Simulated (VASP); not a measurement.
A run of VASP 6.6.1 is set up as follows.

File POSCAR:

```
Ba
1.0
    0.0000000000      3.2054984663      3.2054984663
    3.2054984663      0.0000000000      3.2054984663
    3.2054984663      3.2054984663      0.0000000000
Ba
1
Direct
    0.0000000000      0.0000000000      0.0000000000
```

INCAR.step1

```
SYSTEM = Ba
ALGO     = Normal         ! electronic algorithm
EDIFF    = 1E-4           ! SCF threshold, eV
ENCUT    = 520            ! plane-wave cutoff, eV
GGA      = PE             ! functional
ISMEAR   = -1             ! smearing method
LASPH    = .TRUE.         ! aspherical terms in the spheres
LCHARG   = .FALSE.        ! write CHGCAR
LREAL    = .FALSE.        ! projectors in reciprocal space
LWAVE    = .TRUE.         ! write WAVECAR
NBANDS   = 11             ! bands
NELM     = 100            ! most SCF steps
PREC     = Accurate       ! precision mode
SIGMA    = 0.05           ! smearing width, eV
```

Contents of INCAR.step2:

```
SYSTEM = Ba
ALGO     = Normal         ! electronic algorithm
EDIFF    = 1E-6           ! SCF threshold, eV
ENCUT    = 520            ! plane-wave cutoff, eV
ISIF     = 2              ! what is computed and relaxed
ISMEAR   = -1             ! smearing method
ISTART   = 1            
LASPH    = .TRUE.         ! aspherical terms in the spheres
LCHARG   = .TRUE.         ! write CHGCAR
LELF     = .TRUE.         ! ELF
LMIXTAU  = .TRUE.       
LREAL    = .FALSE.        ! projectors in reciprocal space
LVHAR    = .TRUE.       
LWAVE    = .FALSE.        ! write WAVECAR
METAGGA  = R2SCAN         ! meta-GGA
NBANDS   = 11             ! bands
NELM     = 100            ! most SCF steps
PREC     = Accurate       ! precision mode
SIGMA    = 0.05           ! smearing width, eV
```

KPOINTS

```
k-points
0
G
  9 9 9
  0 0 0
```

Potentials or basis: VASP PAW PBE potentials, release 64 (Ba_sv).

Command:

```bash
$ cat potpaw_PBE.64/Ba_sv/POTCAR > POTCAR
$ cp INCAR.step1 INCAR
$ mpirun -np 1 vasp_std > vasp.out
$ cp INCAR.step2 INCAR
$ mpirun -np 1 vasp_std > vasp.out
```

Q: Estimate the pressure.

A: 0.1 GPa.

Q: Estimate the band gap on the k mesh.

A: None (metal or under the smearing width).

Caveat: the PAW data sets were made with another functional, which shifts forces and pressure a little. Spin-orbit coupling is left out, which matters for the levels of Ba.
